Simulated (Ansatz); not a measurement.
# Mercury, alpha-Hg (rhombohedral) under PBE: testing the Fermi-Dirac smearing

A convergence test of the Fermi-Dirac smearing width. The geometry was relaxed under PBE beforehand and stays fixed; 6 values are run, from 0.01 to 1.0 eV. Wanted are the values from which on the energy stays within 10 and 1 meV/atom, and the pressure within 0.5 GPa, of the narrowest run. Within the series other settings stay, but some runs also write fields, which adds to their time. Spin polarisation is left out.

Program: Ansatz 0.2.0. Level of theory: DFT PBE, plane waves with PAW, scalar-relativistic. These are calculated values, not measurements.

## (1) Starting point

Symmetry: R-3m, No. 166, trigonal system. Conventional cell: a = 4.157 Å, b = 4.157 Å, c = 5.924 Å, α = 90.00°, β = 90.00°, γ = 120.00°. Around Hg (site symmetry -3m) lie 6 Hg at 3.11 Å.

Structure file:

```
CELL_PARAMETERS angstrom
2.07840 1.19996 1.97474
-2.07840 1.19996 1.97474
0.00000 -2.39993 1.97474
ATOMIC_POSITIONS crystal
Hg 0.00000 0.00000 0.00000
```

## (2) Width 0.01 eV

The run at 0.01 eV.

input.yaml reads:

```yaml
crystal:
  lattice:
    - [2.0783995336, 1.1999645302, 1.9747385792]
    - [-2.0783995336, 1.1999645302, 1.9747385792]
    - [0.0, -2.3999290604, 1.9747385791]
  atoms:
    - { symbol: Hg, position: [0.0, 1.0, 0.0] }
hamiltonian:
  xc: pbe
  pseudopotentials:
    kind: paw
    azcp:
      Hg: "pseudopotentials/Hg.paw.azcp"
basis:
  ecutwfc: 420
  fft_grid_basis: typed
kpoints:
  mp_grid: { grid: [10, 10, 10], shift: [0, 0, 0] }
magnetization:
  spin_polarized: false
scf:
  occupations: { method: fermi_dirac, width: 0.01 }
  lower_state_search: "off"
output:
  stress: true
```

The run is started by

```bash
ansatz run input.yaml --threads 1 --pin off --max-ram 3584MiB --backend cpu --events-out ev --progress --plain --runs-dir out
```

## (3) Width 0.03 eV

The run at 0.03 eV.

Edit input.yaml of step 2 so:

```diff
@@ -21,3 +21,3 @@
 scf:
-  occupations: { method: fermi_dirac, width: 0.01 }
+  occupations: { method: fermi_dirac, width: 0.03 }
   lower_state_search: "off"
```

## (4) Width 0.2 eV

The run at 0.2 eV.

Edit input.yaml of step 3 so:

```diff
@@ -21,3 +21,3 @@
 scf:
-  occupations: { method: fermi_dirac, width: 0.03 }
+  occupations: { method: fermi_dirac, width: 0.2 }
   lower_state_search: "off"
```

## (5) Width 0.3 eV

The run at 0.3 eV.

Edit input.yaml of step 4 so:

```diff
@@ -21,3 +21,3 @@
 scf:
-  occupations: { method: fermi_dirac, width: 0.2 }
+  occupations: { method: fermi_dirac, width: 0.3 }
   lower_state_search: "off"
@@ -25 +25,5 @@
   stress: true
+  write_density: true
+  write_potential: true
+  elf: true
+  volumetric_format: npy
```

## (6) Width 0.6 eV

The run at 0.6 eV.

Edit input.yaml of step 5 so:

```diff
@@ -21,3 +21,3 @@
 scf:
-  occupations: { method: fermi_dirac, width: 0.3 }
+  occupations: { method: fermi_dirac, width: 0.6 }
   lower_state_search: "off"
@@ -25,5 +25 @@
   stress: true
-  write_density: true
-  write_potential: true
-  elf: true
-  volumetric_format: npy
```

## (7) Width 1.0 eV

The run at 1.0 eV.

Edit input.yaml of step 6 so:

```diff
@@ -21,3 +21,3 @@
 scf:
-  occupations: { method: fermi_dirac, width: 0.6 }
+  occupations: { method: fermi_dirac, width: 1.0 }
   lower_state_search: "off"
```

(Steps that only read results are left out.)

Before running it: what results should come out?

As calculated:

```
                                           quantity                       value
       E(σ → 0) stays within 10 meV/atom of 0.01 eV                up to 0.3 eV
                   E(σ → 0) stays within 1 meV/atom               up to 0.03 eV
                      pressure stays within 0.5 GPa                up to 1.0 eV
                                pressure at 0.01 eV                   -0.05 GPa
energy of a separate run on a finer mesh (17×17×17)  +7.9 meV/atom from 0.01 eV
```

What this shows: The far end, 1.0 eV, lies +81.3 meV/atom and +0.4 GPa from the yardstick. The free energy F moves by -565.4 meV/atom over the range, and the estimate for σ → 0 by +81.3. In theory F falls as the square of the width under this scheme, but here the ratio is not steady: the mesh at narrow widths, or a density of states that varies over the wide ones, can both cause that. The mesh (10×10×10) is fixed, so the narrowest widths carry a k-point error of their own. The yardstick itself is unsettled by 7.9 meV/atom against the finer mesh, so the thresholds above hold only within this series, and wider smearing, which averages over more states, can land nearer the fine-mesh value than the narrowest does.
